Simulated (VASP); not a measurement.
Te2Mo:

```
Te Mo
1.0
     3.51820    0.00000    0.00000
    -1.75910    3.04685    0.00000
     0.00000    0.00000   13.97360
Te Mo
4 2
Cartesian
  1.7591 1.0156 5.2960
  0.0000 2.0312 12.2828
  1.7591 1.0156 1.6908
  0.0000 2.0312 8.6776
  1.7591 1.0156 10.4802
  0.0000 2.0312 3.4934
```

| Property | Result |
| --- | --- |
| Program | VASP 6.6.1 |
| Task | relaxation of cell and atoms |
| Functional | AM05 |
| Potentials or basis | VASP PAW PBE potentials, release 64 (Te, Mo_sv) |
| Cutoff | 600 eV |
| k mesh | 9 × 9 × 2 |
| Occupations | fermi-dirac, width 0.05 eV |
| Spin | no spin polarisation |

At the start: pressure -1.3 GPa; volume 24.96 Å³/atom.

Question: How do energy, volume and symmetry change on relaxing?

Answer: Over 19 steps the energy falls by 4.3 meV/atom and the volume is 25.45 Å³/atom (+2.0 %); space group P6_3/mmc (No. 194, to 0.05 Å).

Step by step:
| step | energy change (eV) | largest force (eV/Å) | pressure (GPa) | volume (Å³) |
| --- | --- | --- | --- | --- |
| 1 | 0.0000 | 0.1747 | -1.26 | 149.79 |
| 2 | 0.0048 | 0.2759 | 2.12 | 145.57 |
| 3 | -0.0104 | 0.0244 | 0.24 | 147.85 |
| 4 | -0.0150 | 0.0585 | 0.14 | 147.77 |
| 5 | -0.0152 | 0.0790 | 0.12 | 147.75 |
| 6 | -0.0165 | 0.0764 | 0.07 | 148.10 |
| 7 | -0.0197 | 0.0696 | -0.02 | 149.16 |
| 8 | -0.0233 | 0.0540 | -0.28 | 151.29 |
| 9 | -0.0238 | 0.0465 | -0.42 | 152.32 |
| 10 | -0.0246 | 0.0102 | -0.17 | 152.28 |
| 11 | -0.0249 | 0.0201 | 0.01 | 152.24 |
| 12 | -0.0249 | 0.0285 | 0.07 | 152.23 |
| 13 | -0.0251 | 0.0212 | 0.07 | 152.28 |
| 14 | -0.0255 | 0.0011 | 0.07 | 152.43 |
| 15 | -0.0255 | 0.0025 | 0.07 | 152.44 |
| 16 | -0.0255 | 0.0124 | 0.00 | 152.56 |
| 17 | -0.0255 | 0.0146 | -0.02 | 152.58 |
| 18 | -0.0255 | 0.0113 | -0.02 | 152.63 |
| 19 | -0.0256 | 0.0060 | -0.02 | 152.72 |

Final structure:
```
Te Mo
1.0
     3.48815    0.00000    0.00000
    -1.74407    3.02082    0.00000
     0.00000    0.00000   14.49337
Te Mo
4 2
Direct
  0.66667 0.33333 0.37447
  0.33333 0.66667 0.87447
  0.66667 0.33333 0.12553
  0.33333 0.66667 0.62553
  0.66667 0.33333 0.75000
  0.33333 0.66667 0.25000
```

Caveat: the PAW data sets were made with another functional, which shifts forces and pressure a little; this functional lacks dispersion, which binds the layers, so the pressure and a relaxed spacing across them are unreliable.
